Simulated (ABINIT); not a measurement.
# SnSe (Fm-3m) in ABINIT: further runs, part 2 of 2

ABINIT 10.8.3 (patched build).

## 3. Single point, LDA (cell relaxed)

Input file run.abi:

```
pp_dirpath "./"
pseudos "Sn.upf, Se.upf"

acell 3*1.0
rprim
     0.0000000000     5.5568258221     5.5568258221
     5.5568258221     0.0000000000     5.5568258221
     5.5568258221     5.5568258221     0.0000000000
ntypat 2
znucl 50 34
natom 2
typat 1 2
xcart
     0.0000000000     0.0000000000     0.0000000000
     5.5568258221     5.5568258221     5.5568258221
chkprim 0
chksymtnons 0
tolsym 1.0e-6

ecut 43.0

kptopt 1
ngkpt 6 6 6
nshiftk 1
shiftk 0.0 0.0 0.0

ixc 7

nband 19
occopt 3
tsmear 0.05 eV

nstep 100
tolvrs 1.0e-10

iomode 3
prtwf 0
prtden 0
prteig 0
prtebands 0
enunit 2
```

Potentials or basis: PseudoDojo NC SR LDA v0.4.1 standard.

Started as:

```bash
abinit run.abi > log 2>&1
```

run.abo:

```text
.Version 10.8.3 of ABINIT
 Symmetries : space group Fm -3 m (#225); Bravais cF (face-center cubic)
================================================================================
 Values of the parameters that define the memory need of the present run
     intxc =       0    ionmov =       0      iscf =       7    lmnmax =       6
     lnmax =       6     mgfft =      48  mpssoang =       3    mqgrid =    3001
     natom =       2  nloc_mem =       1    nspden =       1   nspinor =       1
    nsppol =       1      nsym =      48    n1xccc =    2501    ntypat =       2
    occopt =       3   xclevel =       1
       mpw =        4651          nfft =      110592          nkpt =          16
================================================================================
================================================================================

--------------------------------------------------------------------------------
------------- Echo of variables that govern the present computation ------------
--------------------------------------------------------------------------------
 -outvars: echo values of preprocessed input variables --------
            acell      1.0000000000E+00  1.0000000000E+00  1.0000000000E+00 Bohr
              amu      1.18710000E+02  7.89600000E+01
          chkprim           0
      chksymtnons           0
             ecut      4.30000000E+01 Hartree
           enunit           2
              ixc           7
         kptrlatt        6    0    0      0    6    0      0    0    6
          kptrlen      4.71512306E+01
            natom           2
            nband          19
            ngfft          48      48      48
[... 176 lines left out ...]
kinetic             :  1.25150827854605E+02
hartree             :  5.20896747362602E+01
xc                  : -4.55679914580095E+01
Ewald energy        : -1.15198769580266E+02
psp_core            :  5.32019446580858E+00
local_psp           : -1.48436248222633E+02
non_local_psp       : -7.31510546080919E+01
internal            : -1.99793366812326E+02
'-kT*entropy'       : -1.74559143829047E-07
total_energy        : -1.99793366986885E+02
total_energy_eV     : -5.43665447846517E+03
band_energy         : -2.17590953685715E+01
...

 Cartesian components of stress tensor (hartree/bohr^3)
  sigma(1 1)=  3.19190961E-07  sigma(3 2)=  0.00000000E+00
  sigma(2 2)=  3.19190961E-07  sigma(3 1)=  0.00000000E+00
  sigma(3 3)=  3.19190961E-07  sigma(2 1)=  0.00000000E+00

-Cartesian components of stress tensor (GPa)         [Pressure= -9.3909E-03 GPa]
- sigma(1 1)=  9.39092230E-03  sigma(3 2)=  0.00000000E+00
- sigma(2 2)=  9.39092230E-03  sigma(3 1)=  0.00000000E+00
- sigma(3 3)=  9.39092230E-03  sigma(2 1)=  0.00000000E+00

== END DATASET(S) ==============================================================
================================================================================

 -outvars: echo values of variables after computation  --------
            acell      1.0000000000E+00  1.0000000000E+00  1.0000000000E+00 Bohr
           etotal     -1.9979336699E+02
            fcart     -0.0000000000E+00 -0.0000000000E+00 -0.0000000000E+00
                      -0.0000000000E+00 -0.0000000000E+00 -0.0000000000E+00
            rprim      0.0000000000E+00  5.5568258221E+00  5.5568258221E+00
                       5.5568258221E+00  0.0000000000E+00  5.5568258221E+00
                       5.5568258221E+00  5.5568258221E+00  0.0000000000E+00
           strten      3.1919096118E-07  3.1919096118E-07  3.1919096118E-07
                       0.0000000000E+00  0.0000000000E+00  0.0000000000E+00
           xangst      0.0000000000E+00  0.0000000000E+00  0.0000000000E+00
                       2.9405455880E+00  2.9405455880E+00  2.9405455880E+00
             xred      0.0000000000E+00  0.0000000000E+00  0.0000000000E+00
                       5.0000000000E-01  5.0000000000E-01  5.0000000000E-01
 Calculation completed.
```

It took 24 s on 1 thread of AMD EPYC 9R45 (Zen 5), shared host; peak memory 0.1 GiB.

What came out:

- Free energy: -5436.6545 eV
- Pressure: 0.0 GPa
- Band gap on the k mesh: 0.91 eV, direct
- Valence electrons inside the program's atomic spheres: Sn 10.55; Se 13.24

Levels at points of the mesh, in eV from the valence-band top:
```
           k point  band 13  band 14  band 15  band 16  band 17  band 18
(0.00, 0.00, 0.00)    -2.22    -2.22    -2.22     4.63     4.63     4.63
(0.50, 0.00, 0.00)    -1.95    -1.95     0.00     0.91     1.29     1.29
(0.50, 0.50, 0.00)    -5.82    -3.81    -3.81     2.92     5.79     5.79
```

Caveat: spin-orbit coupling is left out, which moves the levels of the heavy elements. A k mesh can miss the band edges.

## 4. Single point, LDA

Input file run.abi:

```
# Pseudopotentials
pp_dirpath "./"
pseudos "Sn.hgh, Se.hgh"

# Structure
acell 4.2567828227 4.2567828227 4.2567828227 Angstrom
rprim
     0.0000000000     0.7071067812     0.7071067812
     0.7071067812     0.0000000000     0.7071067812
     0.7071067812     0.7071067812     0.0000000000
ntypat 2
znucl 50 34
natom 2
typat 1 2
xred
     0.0000000000     0.0000000000     0.0000000000
     0.5000000000     0.5000000000     0.5000000000

# Plane-wave basis
ecut 22.0

# k points
kptopt 1
ngkpt 6 6 6
nshiftk 1
shiftk 0.0 0.0 0.0

# Exchange and correlation
ixc 7

# Bands and occupations
nband 9
occopt 3
tsmear 0.05 eV

# SCF cycle
nstep 100
tolvrs 1.0e-10

# Output
iomode 3
prtwf 0
prteig 0
prtebands 0
prtden 1
prtvha 1
prtvclmb 1
prtpot 1
prtelf 1
```

Potentials or basis: HGH LDA.

Started as:

```bash
mpirun --bind-to none -np 4 abinit run.abi > log 2>&1
```

run.abo:

```text
.Version 10.8.3 of ABINIT
 Symmetries : space group Fm -3 m (#225); Bravais cF (face-center cubic)
================================================================================
 Values of the parameters that define the memory need of the present run
     intxc =       0    ionmov =       0      iscf =       7    lmnmax =       6
     lnmax =       6     mgfft =      36  mpssoang =       3    mqgrid =    3001
     natom =       2  nloc_mem =       1    nspden =       1   nspinor =       1
    nsppol =       1      nsym =      48    n1xccc =       0    ntypat =       2
    occopt =       3   xclevel =       1
       mpw =        1832          nfft =       46656          nkpt =          16
================================================================================
================================================================================

--------------------------------------------------------------------------------
------------- Echo of variables that govern the present computation ------------
--------------------------------------------------------------------------------
 -outvars: echo values of preprocessed input variables --------
            acell      8.0441537124E+00  8.0441537124E+00  8.0441537124E+00 Bohr
              amu      1.18710000E+02  7.89600000E+01
             ecut      2.20000000E+01 Hartree
              ixc           7
         kptrlatt        6    0    0      0    6    0      0    0    6
          kptrlen      4.82649223E+01
            natom           2
            nband           9
            ngfft          36      36      36
             nkpt          16
[... 188 lines left out ...]
comment             : Components of total free energy in Hartree
kinetic             :  4.42034409631121E+00
hartree             :  1.20591338213909E+00
xc                  : -3.05698748297903E+00
Ewald energy        : -1.27776081391918E+01
psp_core            :  9.53255099287919E-01
local_psp           : -5.02965940522961E+00
non_local_psp       :  1.18864422728750E+00
internal            : -1.30960982223747E+01
'-kT*entropy'       : -2.26702071324650E-06
total_energy        : -1.30961004893955E+01
total_energy_eV     : -3.56363048733121E+02
band_energy         : -9.97729652493985E-01
...

 Cartesian components of stress tensor (hartree/bohr^3)
  sigma(1 1)=  1.45292532E-04  sigma(3 2)=  0.00000000E+00
  sigma(2 2)=  1.45292532E-04  sigma(3 1)=  0.00000000E+00
  sigma(3 3)=  1.45292532E-04  sigma(2 1)=  0.00000000E+00

-Cartesian components of stress tensor (GPa)         [Pressure= -4.2747E+00 GPa]
- sigma(1 1)=  4.27465388E+00  sigma(3 2)=  0.00000000E+00
- sigma(2 2)=  4.27465388E+00  sigma(3 1)=  0.00000000E+00
- sigma(3 3)=  4.27465388E+00  sigma(2 1)=  0.00000000E+00

== END DATASET(S) ==============================================================
================================================================================

 -outvars: echo values of variables after computation  --------
            acell      8.0441537124E+00  8.0441537124E+00  8.0441537124E+00 Bohr
           etotal     -1.3096100489E+01
            fcart     -0.0000000000E+00 -0.0000000000E+00 -0.0000000000E+00
                      -0.0000000000E+00 -0.0000000000E+00 -0.0000000000E+00
            rprim      0.0000000000E+00  7.0710678120E-01  7.0710678120E-01
                       7.0710678120E-01  0.0000000000E+00  7.0710678120E-01
                       7.0710678120E-01  7.0710678120E-01  0.0000000000E+00
           strten      1.4529253212E-04  1.4529253212E-04  1.4529253212E-04
                       0.0000000000E+00  0.0000000000E+00  0.0000000000E+00
           xangst      0.0000000000E+00  0.0000000000E+00  0.0000000000E+00
                       3.0100000000E+00  3.0100000000E+00  3.0100000000E+00
             xred      0.0000000000E+00  0.0000000000E+00  0.0000000000E+00
                       5.0000000000E-01  5.0000000000E-01  5.0000000000E-01
 Calculation completed.
```

It took 2 s on 4 MPI ranks of AMD EPYC 7R43 (Zen 3), shared host; peak memory 0.24 GiB.

Results:

| Item | Value |
| --- | --- |
| Free energy | -356.3630 eV |
| Band gap on the k mesh | 0.61 eV, direct |
| Valence electrons inside the program's atomic spheres | Sn 1.00; Se 3.21 |

Caveat: the cutoff is too short for stress, so the log's stress isn't used; spin-orbit coupling is left out, which moves the levels of the heavy elements; HGH potentials are hard and often keep d shells in the core, so these values are rough. A k mesh can miss the band edges.
